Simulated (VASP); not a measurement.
## Cs: single point with RPBE

The system is Cs.

```
CELL_PARAMETERS angstrom
5.43023 0.00000 0.00000
0.00000 5.43023 0.00000
0.00000 0.00000 5.43023
ATOMIC_POSITIONS crystal
Cs 0.00000 0.00000 0.00000
```

This isn't the form of Cs at room conditions, which is bcc.

| Quantity | Value |
| --- | --- |
| Program | VASP 6.6.1 |
| Task | single point |
| Functional | RPBE |
| Potentials or basis | VASP PAW PBE potentials, release 64 (Cs_sv) |
| Cutoff | 520 eV |
| k mesh | 7 × 7 × 7 |
| Occupations | fermi-dirac, width 0.1 eV |
| Spin | no spin polarisation |

* Pressure: -0.1 GPa
* Band gap on the k mesh: none (metal or under the smearing width)

Levels at points of the mesh, in eV from the Fermi level:
```
           k point  band 3  band 4  band 5  band 6  band 7  band 8
(0.00, 0.00, 0.00)  -11.00  -11.00   -1.35    1.43    1.43    3.74
```

Run time: 23 s on 1 thread of Intel(R) Xeon(R) Platinum 8488C (Sapphire Rapids), with other jobs on the host, peak memory 0.23 GiB.

Caveat: the PAW data sets were made with another functional, which shifts forces and pressure a little. The run has no spin-orbit coupling, so splittings on Cs are missing.
